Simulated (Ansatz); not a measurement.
**SiO2: a line through an energy map**

Aim: follow the energy of SiO₂ (P4_2/mnm, No. 136; 6 atoms in the cell) along one coordinate, volume per atom, with the other held at c/a of the conventional cell = 0.616.

Method: DFT PBE, scalar-relativistic, plane waves, PAW, in Ansatz 0.2.0.

42 further runs of the same task are left out: 42 set aside as unsound or not needed. Runs told in other sessions of the task aren't counted.

### Step 1. The starting structure

Symmetry: P4_2/mnm, No. 136, tetragonal system. The conventional cell has a = 4.236 Å, b = 4.236 Å, c = 2.690 Å, α = 90.00°, β = 90.00°, γ = 90.00°. Si (site symmetry mmm) is surrounded by 6 O at 1.77 to 1.84 Å. O (site symmetry m2m) has 3 Si at 1.77 to 1.84 Å in its first shell of neighbours.

Structure file:

```xyz
6
Lattice="4.2359 0.0000 0.0000 0.0000 4.2359 0.0000 0.0000 0.0000 2.6898" Properties=species:S:1:pos:R:3 pbc="T T T"
Si    2.1179    2.1179    1.3449
Si    0.0000    0.0000    0.0000
O     2.9355    2.9355    0.0000
O     0.8176    3.4183    1.3449
O     1.3004    1.3004    0.0000
O     3.4183    0.8176    1.3449
```

It goes back to an entry of the Materials Project, which need not be the stable form.

This cell was relaxed beforehand with the same method: volume 8.04 Å³/atom, gap on the mesh 5.05 eV.

### Step 2. The scan

The energy is mapped over volume and the cell's shape.

The axes are (1) volume per atom: 9 values from 6.757 to 9.331 Å³; (2) c/a of the conventional cell: 9 values from 0.563 to 0.716.

Nothing else is relaxed (fractional coordinates fixed). Energies count from the relaxed crystal. Points are written as (first, second).

### Step 3. Point (6.757 Å³, 0.616)

Input file input.yaml:

```yaml
crystal:
  lattice:
    - [4.0372407996, 0.0, 0.0]
    - [0.0, 4.0372407996, 0.0]
    - [0.0, 0.0, 2.4873440567]
  atoms:
    - { symbol: Si, position: [0.5, 0.5, 0.5] }
    - { symbol: Si, position: [0.0, 0.0, 0.0] }
    - { symbol: O, position: [0.6930127928, 0.6930127928, 0.0] }
    - { symbol: O, position: [0.1930127928, 0.8069872072, 0.5] }
    - { symbol: O, position: [0.3069872072, 0.3069872072, 0.0] }
    - { symbol: O, position: [0.8069872072, 0.1930127928, 0.5] }
basis:
  ecutwfc: 520.0
kpoints:
  mp_grid: { grid: [6, 6, 10] }
hamiltonian:
  xc: pbe
  pseudopotentials: { kind: paw, azcp: { folder: soft_1 } }
scf:
  occupations: { method: gaussian, width: 0.05 }
output:
  forces: true
  stress: true
  eigenvalues: true
```

Run with:

```bash
$ ansatz run input.yaml --threads 2 --pin off --max-ram 4096MiB --backend cpu --events-out ev --progress --plain --runs-dir out
```

What it wrote, shortened:

```text
Warning: RAYON_NUM_THREADS=2 ignored (pool sized by the plan → 2); use --threads N
[...]
Pseudopotentials: kind: paw
Pseudopotential: Si, paw, valence charge 4, recommended cutoff 420 eV (normal), <dir>
Pseudopotential: O, paw, valence charge 6, recommended cutoff 420 eV (normal), <dir>
Functional definition: PBE
[...]
Crystal: 6 atoms, lattice volume = 40.542 Å³
Basis set: ecut = 520 eV, 1113 PW (Γ), exchange–correlation on 64×64×40 points (8 copies of the dense FFT grid, shifted against one another)
Bands: 22, of which v1, the nominal top of the filled ones, is band 16 counted from 1 (15 counted from 0)
Symmetry: 16 space group operations
Space group: P42/mnm (ITA 136), of the structure as read, at distance tolerance 3.4e-5 Å
k-points: 60 of 360
[...]
SCF iter   1: F=—  HF=-3548.229156 eV  |F-HF|=—  |Δ(HF+E_count)|=         —  Δρ=1.81e-1  dr2=9.78e0  ethr=3.10e-3  ⟨swp⟩=6.1  Hψ=7295  notcnv=0
[...]
SCF iter   7: F=-3545.359622 eV  HF=-3545.359622 eV  |F-HF|=1.78e-9  |Δ(HF+E_count)|=   8.31e-8  Δρ=4.05e-6  dr2=2.33e-9  ethr=3.13e-10  ⟨swp⟩=9.6  Hψ=6943  notcnv=0
[...]
SCF converged after 7 iterations
Free energy (F): -3545.359622 eV
[...]
E sigma→0 (E₀):  -3545.359622 eV
Fermi energy:    16.737238 eV
[...]
--- Forces (eV/Å), atoms counted from 1 ---
  atom   1  Si     0.00000000    -0.00000000     0.00000000
  atom   2  Si     0.00000000     0.00000000     0.00000000
  atom   3  O      1.07265914     1.07265914     0.00000000
  atom   4  O      1.07265914    -1.07265914     0.00000000
  atom   5  O     -1.07265914    -1.07265914     0.00000000
  atom   6  O     -1.07265914     1.07265914     0.00000000
[...]
--- Stress (GPa, compression-positive) ---
       64.814113       0.000000       0.000000
        0.000000      64.814113       0.000000
        0.000000       0.000000     102.810433
  P = ⅓ Tr σ = 77.4796 GPa (774.796 kbar)
--- Band table (eV; the first three rows and the last of 60) ---
  k-point 0: bands = ["-11.2868", "-6.9920", "-6.9920", "-6.8418", "1.1916", "5.3600", "5.4404", "5.4404", "6.9586", "7.3142", "9.5249", "9.5249", "10.3560", "11.8452", "11.8452", "12.8206", "20.6539", "21.2949", "23.2028", "23.2028", "24.4867"]
[...]
```

Run time: 4.2 s. Hardware: 2 threads of Arm Neoverse N1, shared host; peak memory 0.33 GiB.

On the map this point reads 283 meV/atom.

### Step 4. Grid point (7.078 Å³, 0.616)

Edit input.yaml of step 3 so:

```diff
@@ -2,5 +2,5 @@
   lattice:
-    - [4.0372407996, 0.0, 0.0]
-    - [0.0, 4.0372407996, 0.0]
-    - [0.0, 0.0, 2.4873440567]
+    - [4.1001857629, 0.0, 0.0]
+    - [0.0, 4.1001857629, 0.0]
+    - [0.0, 0.0, 2.5261244485]
   atoms:
```

Run with:

```bash
$ ansatz run input.yaml --threads 2 --pin off --max-ram 4096MiB --backend cpu --events-out ev --progress --plain --runs-dir out
```

What it wrote, shortened:

```text
[...]
SCF converged after 7 iterations
Free energy (F): -3546.134148 eV
[...]
E sigma→0 (E₀):  -3546.134148 eV
Fermi energy:    15.765722 eV
[...]
--- Forces (eV/Å), atoms counted from 1 ---
  atom   1  Si     0.00000000    -0.00000000     0.00000000
  atom   2  Si     0.00000000     0.00000000     0.00000000
  atom   3  O      0.69728032     0.69728032     0.00000000
  atom   4  O      0.69728032    -0.69728032     0.00000000
  atom   5  O     -0.69728032    -0.69728032     0.00000000
  atom   6  O     -0.69728032     0.69728032     0.00000000
[...]
--- Stress (GPa, compression-positive) ---
       42.141105       0.000000       0.000000
        0.000000      42.141105       0.000000
        0.000000       0.000000      72.532590
  P = ⅓ Tr σ = 52.2716 GPa (522.716 kbar)
--- Band table (eV; the first three rows and the last of 60) ---
  k-point 0: bands = ["-11.5715", "-7.5312", "-7.5312", "-7.3892", "0.6599", "4.9078", "4.9078", "4.9792", "6.3894", "6.6775", "8.8340", "8.8340", "9.5653", "11.0495", "11.0495", "11.9985", "19.5330", "19.6742", "21.9290", "21.9290", "23.5045"]
[...]
```

Wall time 4.2 s (2 threads of Arm Neoverse N1, shared host); peak memory 0.33 GiB.

On the map this point reads 154 meV/atom.

### Step 5. The run at (7.400 Å³, 0.616)

Edit input.yaml of step 4 so:

```diff
@@ -2,5 +2,5 @@
   lattice:
-    - [4.1001857629, 0.0, 0.0]
-    - [0.0, 4.1001857629, 0.0]
-    - [0.0, 0.0, 2.5261244485]
+    - [4.1614427129, 0.0, 0.0]
+    - [0.0, 4.1614427129, 0.0]
+    - [0.0, 0.0, 2.5638648554]
   atoms:
```

Run with:

```bash
$ ansatz run input.yaml --threads 2 --pin off --max-ram 4096MiB --backend cpu --events-out ev --progress --plain --runs-dir out
```

What it wrote, shortened:

```text
[...]
SCF converged after 7 iterations
Free energy (F): -3546.636666 eV
[...]
E sigma→0 (E₀):  -3546.636666 eV
Fermi energy:    14.577532 eV
[...]
--- Forces (eV/Å), atoms counted from 1 ---
  atom   1  Si    -0.00000000    -0.00000000     0.00000000
  atom   2  Si    -0.00000000     0.00000000     0.00000000
  atom   3  O      0.37150899     0.37150899    -0.00000000
  atom   4  O      0.37150899    -0.37150899    -0.00000000
  atom   5  O     -0.37150899    -0.37150899     0.00000000
  atom   6  O     -0.37150899     0.37150899    -0.00000000
[...]
--- Stress (GPa, compression-positive) ---
       23.805054       0.000000       0.000000
        0.000000      23.805054       0.000000
        0.000000       0.000000      47.755862
  P = ⅓ Tr σ = 31.7887 GPa (317.887 kbar)
--- Band table (eV; the first three rows and the last of 60) ---
  k-point 0: bands = ["-11.8334", "-8.0285", "-8.0285", "-7.8945", "0.1729", "4.4191", "4.4191", "4.6249", "5.8630", "6.0932", "8.1975", "8.1975", "8.8399", "10.3177", "10.3177", "11.2410", "17.9140", "18.7475", "20.7454", "20.7454", "22.5969"]
[...]
```

Wall time 4.3 s (2 threads of Arm Neoverse N1, shared host); peak memory 0.33 GiB.

That is 70 meV/atom from the zero.

### Step 6. Point (7.722 Å³, 0.616)

Edit input.yaml of step 5 so:

```diff
@@ -2,5 +2,5 @@
   lattice:
-    - [4.1614427129, 0.0, 0.0]
-    - [0.0, 4.1614427129, 0.0]
-    - [0.0, 0.0, 2.5638648554]
+    - [4.2209474596, 0.0, 0.0]
+    - [0.0, 4.2209474596, 0.0]
+    - [0.0, 0.0, 2.6005257299]
   atoms:
```

Run with:

```bash
$ ansatz run input.yaml --threads 2 --pin off --max-ram 4096MiB --backend cpu --events-out ev --progress --plain --runs-dir out
```

What it wrote, shortened:

```text
[...]
SCF converged after 7 iterations
Free energy (F): -3546.916321 eV
[...]
E sigma→0 (E₀):  -3546.916321 eV
Fermi energy:    13.485243 eV
[...]
--- Forces (eV/Å), atoms counted from 1 ---
  atom   1  Si     0.00000000    -0.00000000     0.00000000
  atom   2  Si    -0.00000000     0.00000000     0.00000000
  atom   3  O      0.08907835     0.08907835     0.00000000
  atom   4  O      0.08907835    -0.08907835     0.00000000
  atom   5  O     -0.08907835    -0.08907835     0.00000000
  atom   6  O     -0.08907835     0.08907835     0.00000000
[...]
--- Stress (GPa, compression-positive) ---
        9.007673       0.000000       0.000000
        0.000000       9.007673       0.000000
        0.000000       0.000000      27.496069
  P = ⅓ Tr σ = 15.1705 GPa (151.705 kbar)
--- Band table (eV; the first three rows and the last of 60) ---
  k-point 0: bands = ["-12.0749", "-8.4876", "-8.4876", "-8.3612", "-0.2735", "3.9703", "3.9703", "4.2950", "5.3756", "5.5566", "7.6108", "7.6108", "8.1739", "9.6442", "9.6442", "10.5429", "16.4276", "17.8696", "19.6463", "19.6463", "21.7571"]
[...]
```

Run time: 4.4 s. Hardware: 2 threads of Arm Neoverse N1, shared host; peak memory 0.34 GiB.

On the map this point reads 23 meV/atom.

### Step 7. The run at (8.044 Å³, 0.616)

Edit input.yaml of step 6 so:

```diff
@@ -2,5 +2,5 @@
   lattice:
-    - [4.2209474596, 0.0, 0.0]
-    - [0.0, 4.2209474596, 0.0]
-    - [0.0, 0.0, 2.6005257299]
+    - [4.2787531231, 0.0, 0.0]
+    - [0.0, 4.2787531231, 0.0]
+    - [0.0, 0.0, 2.6361397991]
   atoms:
@@ -25 +25,5 @@
   eigenvalues: true
+  write_density: true
+  write_potential: true
+  elf: true
+  volumetric_format: npy
```

Run with:

```bash
$ ansatz run input.yaml --threads 2 --pin off --max-ram 4096MiB --backend cpu --events-out ev --progress --plain --runs-dir out
```

What it wrote, shortened:

```text
Warning: RAYON_NUM_THREADS=2 ignored (pool sized by the plan → 2); use --threads N
[...]
[... 4 set-up lines as earlier in the session ...]
[...]
Crystal: 6 atoms, lattice volume = 48.262 Å³
Basis set: ecut = 520 eV, 1281 PW (Γ), exchange–correlation on 64×64×40 points (8 copies of the dense FFT grid, shifted against one another)
Bands: 22, of which v1, the nominal top of the filled ones, is band 16 counted from 1 (15 counted from 0)
[... 1 set-up line as earlier in the session ...]
Space group: P42/mnm (ITA 136), of the structure as read, at distance tolerance 3.6e-5 Å
k-points: 60 of 360
[...]
SCF iter   1: F=—  HF=-3549.148719 eV  |F-HF|=—  |Δ(HF+E_count)|=         —  Δρ=1.43e-1  dr2=8.08e0  ethr=3.10e-3  ⟨swp⟩=6.1  Hψ=7176  notcnv=0
[...]
SCF iter   7: F=-3547.015045 eV  HF=-3547.015045 eV  |F-HF|=3.16e-9  |Δ(HF+E_count)|=   1.03e-7  Δρ=3.54e-6  dr2=2.77e-9  ethr=3.13e-10  ⟨swp⟩=14.8  Hψ=10489  notcnv=0
[...]
SCF converged after 7 iterations
Free energy (F): -3547.015045 eV
[...]
E sigma→0 (E₀):  -3547.015045 eV
Fermi energy:    12.479480 eV
[...]
--- Forces (eV/Å), atoms counted from 1 ---
  atom   1  Si     0.00000000     0.00000000     0.00000000
  atom   2  Si     0.00000000     0.00000000     0.00000000
  atom   3  O     -0.15594137    -0.15594137     0.00000000
  atom   4  O     -0.15594137     0.15594137     0.00000000
  atom   5  O      0.15594137     0.15594137     0.00000000
  atom   6  O      0.15594137    -0.15594137     0.00000000
[...]
--- Stress (GPa, compression-positive) ---
       -2.923962       0.000000       0.000000
        0.000000      -2.923962       0.000000
        0.000000       0.000000      10.916273
  P = ⅓ Tr σ = 1.6894 GPa (16.894 kbar)
--- Band table (eV; the first three rows and the last of 60) ---
[... band rows left out ...]
[...]
```

Wall time 6 s (2 threads of Arm Neoverse N1, shared host); peak memory 0.34 GiB.

Density in a lattice plane of the grid's cell (edges 4.28 and 4.28 Å, at 0.000 of the third edge), which holds Si and O.

Values in e/Å³, 12 rows by 12 columns:
```
0.17 0.24 0.29 0.19 0.10 0.06 0.10 0.22 0.40 0.49 0.45 0.28
0.26 0.29 0.28 0.18 0.10 0.10 0.27 0.94 1.96 1.78 0.95 0.45
0.22 0.19 0.18 0.13 0.10 0.16 0.58 2.77 6.38 5.15 1.78 0.49
0.13 0.10 0.10 0.10 0.11 0.20 0.70 3.23 7.42 6.38 1.96 0.40
0.07 0.06 0.10 0.16 0.20 0.26 0.51 1.55 3.23 2.77 0.94 0.22
0.05 0.10 0.27 0.58 0.70 0.51 0.38 0.51 0.70 0.58 0.27 0.10
0.07 0.22 0.94 2.77 3.23 1.55 0.51 0.26 0.20 0.16 0.10 0.06
0.13 0.40 1.96 6.38 7.42 3.23 0.70 0.20 0.11 0.10 0.10 0.10
0.22 0.49 1.78 5.15 6.38 2.77 0.58 0.16 0.10 0.13 0.18 0.19
0.26 0.45 0.95 1.78 1.96 0.94 0.27 0.10 0.10 0.18 0.28 0.29
0.17 0.28 0.45 0.49 0.40 0.22 0.10 0.06 0.10 0.19 0.29 0.24
0.11 0.17 0.26 0.22 0.13 0.07 0.05 0.07 0.13 0.22 0.26 0.17
```
Columns run along the first of these edges and rows up along the second, over one cell in 12 and 12 even steps from the bottom left corner. Atoms in the plane (fractional): Si at (0.00, 0.00), O at (0.69, 0.69), O at (0.31, 0.31).

ELF in the same plane.

Ten even steps from ' ' (0.02) to '@' (0.85):
```
::............            ..::------====--::..::
........::....          ..==**############++--..
......::....          ..==##@@@@@@@@@@@@@@%%++::
............          --##@@@@@@@@@@@@@@@@@@**--
........            ..==%%@@@@%%****##@@@@@@**--
..                  ..==##@@%%**==--**%%@@@@**--
                    ..--**%%%%**++++##@@@@@@**::
                    ..::==##%%%%%%%%@@@@@@%%++::
        ..::------::....::==##%%%%@@@@@@%%**--  
    ..--++##%%%%##**--::..::--**##%%%%##++--..  
    --**%%@@@@@@%%%%##==::....::------::..      
  ::++%%@@@@@@%%%%%%%%##==::..                  
  ::**@@@@@@##++++**%%%%**--..                  
..--**@@@@%%**--==**%%@@##==..                  
..--**@@@@@@##****%%@@@@%%==..            ......
..--**@@@@@@@@@@@@@@@@@@##--          ..........
..::++%%@@@@@@@@@@@@@@##==..          ....::....
....--++############**==..          ....::......
::::..::--====------::..            ............
==--............                  ............--
```
Columns run along the first of these edges and rows up along the second, over one cell in 24 and 20 even steps from the bottom left corner. Atoms in the plane (fractional): Si at (0.00, 0.00), O at (0.69, 0.69), O at (0.31, 0.31).

Both are smooth fields of the valence electrons: close to the nuclei they are not physical.

The highest ELF values outside the cores: 0.86 on the O–Si line, 0.7 Å from O; 0.85 beside O, off the lines to its neighbours, 0.6 Å from O.

On the map this point reads 7 meV/atom.

### Step 8. Point (8.365 Å³, 0.616)

Edit input.yaml of step 7 so:

```diff
@@ -2,5 +2,5 @@
   lattice:
-    - [4.2787531231, 0.0, 0.0]
-    - [0.0, 4.2787531231, 0.0]
-    - [0.0, 0.0, 2.6361397991]
+    - [4.3349956129, 0.0, 0.0]
+    - [0.0, 4.3349956129, 0.0]
+    - [0.0, 0.0, 2.6707907971]
   atoms:
@@ -25,5 +25 @@
   eigenvalues: true
-  write_density: true
-  write_potential: true
-  elf: true
-  volumetric_format: npy
```

Run with:

```bash
$ ansatz run input.yaml --threads 2 --pin off --max-ram 4096MiB --backend cpu --events-out ev --progress --plain --runs-dir out
```

What it wrote, shortened:

```text
Warning: RAYON_NUM_THREADS=2 ignored (pool sized by the plan → 2); use --threads N
[...]
[... 4 set-up lines as earlier in the session ...]
[...]
Crystal: 6 atoms, lattice volume = 50.190 Å³
Basis set: ecut = 520 eV, 1349 PW (Γ), exchange–correlation on 72×72×40 points (8 copies of the dense FFT grid, shifted against one another)
Bands: 22, of which v1, the nominal top of the filled ones, is band 16 counted from 1 (15 counted from 0)
[... 1 set-up line as earlier in the session ...]
Space group: P42/mnm (ITA 136), of the structure as read, at distance tolerance 3.7e-5 Å
k-points: 60 of 360
[...]
SCF iter   1: F=—  HF=-3548.991363 eV  |F-HF|=—  |Δ(HF+E_count)|=         —  Δρ=1.36e-1  dr2=7.81e0  ethr=3.10e-3  ⟨swp⟩=6.1  Hψ=7148  notcnv=0
[...]
SCF converged after 7 iterations
Free energy (F): -3546.967267 eV
[...]
E sigma→0 (E₀):  -3546.967267 eV
Fermi energy:    11.550329 eV
[...]
--- Forces (eV/Å), atoms counted from 1 ---
  atom   1  Si     0.00000000    -0.00000000     0.00000000
  atom   2  Si     0.00000000     0.00000000     0.00000000
  atom   3  O     -0.36893183    -0.36893183     0.00000000
  atom   4  O     -0.36893183     0.36893183     0.00000000
  atom   5  O      0.36893183     0.36893183     0.00000000
  atom   6  O      0.36893183    -0.36893183     0.00000000
[...]
--- Stress (GPa, compression-positive) ---
      -12.538533       0.000000       0.000000
        0.000000     -12.538533       0.000000
        0.000000       0.000000      -2.673301
  P = ⅓ Tr σ = -9.2501 GPa (-92.501 kbar)
--- Band table (eV; the first three rows and the last of 60) ---
  k-point 0: bands = ["-12.5065", "-9.3080", "-9.3080", "-9.1954", "-1.0628", "3.1751", "3.1751", "3.6993", "4.5015", "4.6061", "6.5664", "6.5664", "6.9948", "8.4473", "8.4473", "9.2998", "13.8009", "16.2390", "17.6706", "17.6706", "20.2525"]
[...]
```

It took 5 s on 2 threads of Arm Neoverse N1, shared host; peak memory 0.35 GiB.

Energy on the map's scale: 15 meV/atom.

### Step 9. Grid point (8.687 Å³, 0.616)

Edit input.yaml of step 8 so:

```diff
@@ -2,5 +2,5 @@
   lattice:
-    - [4.3349956129, 0.0, 0.0]
-    - [0.0, 4.3349956129, 0.0]
-    - [0.0, 0.0, 2.6707907971]
+    - [4.3899201528, 0.0, 0.0]
+    - [0.0, 4.3899201528, 0.0]
+    - [0.0, 0.0, 2.7046298061]
   atoms:
```

Run with:

```bash
$ ansatz run input.yaml --threads 2 --pin off --max-ram 4096MiB --backend cpu --events-out ev --progress --plain --runs-dir out
```

What it wrote, shortened:

```text
[...]
SCF converged after 7 iterations
Free energy (F): -3546.800258 eV
[...]
E sigma→0 (E₀):  -3546.800258 eV
Fermi energy:    10.687653 eV
[...]
--- Forces (eV/Å), atoms counted from 1 ---
  atom   1  Si     0.00000000     0.00000000     0.00000000
  atom   2  Si    -0.00000000     0.00000000     0.00000000
  atom   3  O     -0.55468696    -0.55468696    -0.00000000
  atom   4  O     -0.55468696     0.55468696     0.00000000
  atom   5  O      0.55468696     0.55468696     0.00000000
  atom   6  O      0.55468696    -0.55468696    -0.00000000
[...]
--- Stress (GPa, compression-positive) ---
      -20.284835       0.000000       0.000000
        0.000000     -20.284835       0.000000
        0.000000       0.000000     -13.837437
  P = ⅓ Tr σ = -18.1357 GPa (-181.357 kbar)
--- Band table (eV; the first three rows and the last of 60) ---
  k-point 0: bands = ["-12.7015", "-9.6777", "-9.6777", "-9.5715", "-1.4146", "2.8200", "2.8200", "3.4281", "4.1061", "4.1817", "6.0979", "6.0979", "6.4686", "7.9114", "7.9114", "8.7420", "12.6333", "15.4750", "16.7771", "16.7771", "19.5732"]
[...]
```

Wall time 5.6 s (2 threads of Arm Neoverse N1, shared host); peak memory 0.35 GiB.

That is 43 meV/atom from the zero.

(Part 1 of 2 ends here.)
